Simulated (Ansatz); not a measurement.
**Clamped-ion strain scan in BN**

All numbers below come from DFT PBE, scalar-relativistic, plane waves, PAW in Ansatz. Cutoff 420 eV, Γ-centred 12×12×6 k-points, Gaussian smearing of 0.05 eV. No spin polarisation. Energies are free energies at this smearing, counted from the undisturbed cell; pressure is positive in compression.

Reference structure (relaxed at this level; this wurtzite form isn't the usual structure):

```
CELL_PARAMETERS angstrom
2.55458 0.00000 0.00000
-1.27729 2.21233 0.00000
0.00000 0.00000 4.22451
ATOMIC_POSITIONS crystal
B 0.66667 0.33333 0.99981
B 0.33333 0.66667 0.49981
N 0.66667 0.33333 0.62519
N 0.33333 0.66667 0.12519
```

The cell is strained by ε times the Voigt pattern (0, 0, 0, 0, 1, 0) (xx, yy, zz, yz, xz, xy; engineering shear) with fractional coordinates fixed.

```tsv
ε	ΔE (meV/atom)	stress summed along the pattern (GPa, tension positive)	pressure (GPa)	gap on the mesh (eV)
-0.0600	22.3	-19.94	0.7	5.11
-0.0300	5.6	-9.98	0.2	5.19
0.0000	0.0	0.00	0.0	5.23
0.0075	0.3	2.50	0.0	5.22
0.0150	1.4	4.99	0.0	5.22
0.0225	3.1	7.49	0.1	5.20
0.0375	8.7	12.47	0.3	5.17
0.0450	12.6	14.96	0.4	5.15
0.0525	17.1	17.45	0.5	5.13
```

By symmetry 0.0600 repeats -0.0600, -0.0450 repeats 0.0450, 0.0300 repeats -0.0300, -0.0150 repeats 0.0150 in energy, with the opposite slope along the path.